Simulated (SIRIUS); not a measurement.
Runs of SIRIUS 7.12.0 on HgTe (Coloradoite). Symmetry: F-43m, No. 216, cubic system. The conventional cell has a = 6.429 Å, b = 6.429 Å, c = 6.429 Å, α = 90.00°, β = 90.00°, γ = 90.00°. Around Hg (site symmetry -43m) lie 4 Te at 2.78 Å. Around Te (site symmetry -43m) lie 4 Hg at 2.78 Å. 

| level | gap on the mesh (eV) | pressure (GPa) |
| --- | --- | --- |
| WC | 0.00 | (a) |
| rPW86PBE | 0.00 | 7.2 |
| BLYP | 0.00 | 7.9 |
| PW91 | 0.00 | 4.5 |
| PBEsol | 0.00 | (b) |

Alike in all rows: task single point; potentials or basis PseudoDojo 0.4.1 PBE standard (scalar relativistic); no spin polarisation; cell as given; k mesh 6 × 6 × 6; cutoff (eV) 1102; smearing fermi-dirac 0.05 eV.

**Question.** Fill in the values left out.

**Answer.** (a) 2.1; (b) 1.9.

Caveats: the potentials were made for another functional, which shifts forces and pressure; spin-orbit coupling is left out, which moves the levels of the heavy elements.

A k mesh can miss the band edges, and the runs leave out spin-orbit coupling on Hg, Te.

Runs at the PBE level aren't shown here.
